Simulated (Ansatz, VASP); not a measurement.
# AlN: VASP beside Ansatz

```
Al N
1.0
     0.00000    2.21675    2.18399
     2.21675    0.00000    2.18399
     2.21675    2.21675    0.00000
Al N
1 1
Direct
  0.00000 0.00000 0.00000
  0.75000 0.75000 0.75000
```

Change from the starting cell: strain +0.0150 x Voigt [1, 1, 0, 0, 0, 0], atoms carried along.

Alike in both runs: task single point; functional PBE; k mesh 10 × 10 × 10; occupations gaussian, width 0.05 eV; no spin polarisation.

|  | VASP | Ansatz |
| --- | --- | --- |
| version | VASP 6.6.1 | Ansatz 0.2.0 |
| potentials or method | VASP PAW PBE potentials, release 64 (Al, N) | scalar-relativistic, plane waves, PAW |
| plane-wave cutoff (eV) | 520 | 420 |
| valence electrons in the cell | 8 | 8 |

|  | VASP | Ansatz | Ansatz less VASP |
| --- | --- | --- | --- |
| gap on the k mesh at the Fermi level (eV) | 3.22 | 3.23 | +0.008 |
| least direct gap on the mesh (eV) | 3.89 | 3.89 | -0.008 |
| pressure (GPa) | -1.4 | -1.1 | +0.29 |
| largest component of the traceless stress (GPa) | 1.27 | 1.26 | -0.007 |

A k mesh can miss the band edges.
